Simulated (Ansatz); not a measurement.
A (111) slab of TiC (Fm-3m (No. 225)), 9 planes, outer planes Ti (top) and Ti (bottom), with 9 atoms (Ti5C4) in a surface cell of A = 8.129 Å², as cut from the bulk:

```yaml
crystal:
  lattice:
    - [3.06384, 0.00000, 0.00000]
    - [-1.53192, 2.65336, 0.00000]
    - [0.00000, 0.00000, 25.00646]
  atoms:
    - { symbol: Ti, position: [0.66667, 0.33333, 0.29992] }
    - { symbol: C, position: [0.00000, 0.00000, 0.34994] }
    - { symbol: Ti, position: [0.33333, 0.66667, 0.39996] }
    - { symbol: C, position: [0.66667, 0.33333, 0.44998] }
    - { symbol: Ti, position: [0.00000, 0.00000, 0.50000] }
    - { symbol: C, position: [0.33333, 0.66667, 0.55002] }
    - { symbol: Ti, position: [0.66667, 0.33333, 0.60004] }
    - { symbol: C, position: [0.00000, 0.00000, 0.65006] }
    - { symbol: Ti, position: [0.33333, 0.66667, 0.70008] }
```

Level of theory: Ansatz, DFT PBE, scalar-relativistic, plane waves, PAW. Settings: cutoff 420 eV, Γ-centred mesh 12×12×1 on the computed 9-atom cell, Gaussian smearing of 0.10 eV; no spin polarisation.

The relaxed slab holds 4 formula units of TiC and 1 further Ti. Against those formula units in the bulk and the further Ti in its standard state it lies 1.483 eV higher. The formation energy of TiC from the standard states is -1.662 eV a formula unit (uncorrected, no zero-point or thermal terms).

Q: Over what range can the chemical potential of Ti vary, and what is the surface energy at both ends?

A: In contact with the bulk, μ(Ti) + μ(C) is fixed. With Δμ counted from the standard states, Δμ(Ti) ≤ 0 keeps elemental Ti from forming, and Δμ(C) ≤ 0 requires Δμ(Ti) ≥ ΔH = -1.662 eV. Other compounds of Ti and C can narrow this range. Then γ, the mean of both faces, = [1.483 eV − 1.00·Δμ(Ti)]/(2A). At the Ti-rich end (Δμ = 0): 1.483/(2 × 8.129) × 16.02 = 1.46 J/m². At the Ti-poor end: (1.483 + 1.662)/(2 × 8.129) × 16.02 = 3.10 J/m².

Q: How does its energy depend on growth conditions?

A: It carries an excess of Ti, so its energy falls by 0.99 J/m² for each eV that μ(Ti) rises: Ti-rich conditions lower it; whether it appears depends on the other terminations.